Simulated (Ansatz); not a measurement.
Here is an Ansatz 0.2.0 calculation.

The input input.yaml:

```yaml
crystal:
  lattice:
    - [0.0, 3.06065, 3.06065]
    - [3.06065, 0.0, 3.06065]
    - [3.06065, 3.06065, 0.0]
  atoms:
    - { symbol: Pb, position: [0.0, 0.0, 0.0] }
    - { symbol: Se, position: [0.5, 0.5, 0.5] }
kpoints:
  mp_grid: { grid: [8, 8, 8] }
scf:
  occupations: { method: fermi_dirac, width: 0.05 }
hamiltonian:
  xc: pbe
  dispersion: d4
  pseudopotentials: { kind: all_electron, lapw: { basis_error: 0.001 } }
output:
  forces: true
  stress: true
relax:
  f_tol: 0.01
  max_steps: 60
  cell: {}
```

Potentials or basis: all-electron LAPW, scalar-relativistic.

Launch:

```console
$ ansatz run input.yaml --threads 1 --pin off --max-ram 3072MiB --backend cpu --events-out ev --progress --plain --runs-dir out
```

Question: Estimate the relaxed volume.

Answer: 28.84 Å³/atom.

Question: What does it give for the space group after relaxing (to 0.05 Å)?

Answer: Fm-3m (No. 225).

Question: Predict the relaxed cell.

Answer: a = 4.337 Å, b = 4.337 Å, c = 4.337 Å, α = 60.00°, β = 60.00°, γ = 60.00°.

Final structure:
```
CELL_PARAMETERS angstrom
0.00000 3.06681 3.06681
3.06681 0.00000 3.06681
3.06681 3.06681 0.00000
ATOMIC_POSITIONS crystal
Pb 0.00000 0.00000 0.00000
Se 0.50000 0.50000 0.50000
```

The run has no spin-orbit coupling, so splittings on Pb are missing.

The cell as given is a measured one (28.67 Å³/atom); PBE+D4 puts the equilibrium volume +0.6 % from it, thermal expansion not counted.
